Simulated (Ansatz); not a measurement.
# Al2Cu: the cost of one run

Program: Ansatz 0.2.0. Level of theory: DFT r2SCAN, scalar-relativistic, plane waves, PAW. These are calculated values, not measurements.

1 further run of the same task is left out (set aside as unsound or not needed).

## (1) The starting structure

Symmetry: Fm-3m, No. 225, cubic system. Conventional cell: a = 5.734 Å, b = 5.734 Å, c = 5.734 Å, α = 90.00°, β = 90.00°, γ = 90.00°. Al (site symmetry -43m) has 4 Cu at 2.48 Å as nearest neighbours. Cu (site symmetry m-3m) has 8 Al at 2.48 Å as nearest neighbours.

Structure file:

```cif
data_structure
_symmetry_space_group_name_H-M 'Fm-3m'
_symmetry_Int_Tables_number 225
_cell_length_a 5.7341
_cell_length_b 5.7341
_cell_length_c 5.7341
_cell_angle_alpha 90.000
_cell_angle_beta 90.000
_cell_angle_gamma 90.000
_cell_volume 188.54
loop_
_atom_site_label
_atom_site_type_symbol
_atom_site_symmetry_multiplicity
_atom_site_Wyckoff_symbol
_atom_site_fract_x
_atom_site_fract_y
_atom_site_fract_z
_atom_site_occupancy
Al1 Al 8 c 0.25000 0.25000 0.25000 1
Cu1 Cu 4 b 0.00000 0.00000 0.50000 1
```

It goes back to an entry of the Materials Project, which need not be the stable form.

It is the result of an earlier relaxation at this level (volume 15.71 Å³/atom; gap on the mesh: none (metal)).

## (2) The bulk in the cell of the plane

The input, input.yaml:

```yaml
crystal:
  lattice:
    - [4.0546238323, 0.0, 0.0]
    - [2.027220712, 3.5114598967, 0.0]
    - [0.0001824082, -2.3409030534, 3.3106113156]
  atoms:
    - { symbol: Al, position: [0.25, 0.5, 0.25] }
    - { symbol: Al, position: [0.75, 0.5, 0.75] }
    - { symbol: Cu, position: [0.5, 0.0, 0.5] }
basis:
  ecutwfc: 500
kpoints:
  mp_grid: { grid: [9, 9, 10] }
hamiltonian:
  xc: r2scan
scf:
  occupations: { method: gaussian, width: 0.1 }
output:
  forces: true
  stress: true
  eigenvalues: true
```

On the command line:

```
ansatz run input.yaml --threads 1 --pin off --max-ram 2560MiB --backend cpu --events-out ev --progress --plain --runs-dir out
```

What time and memory should one allow on 1 thread of Arm Neoverse V2, shared host?

About 36 s, with a peak of 0.7 GiB.
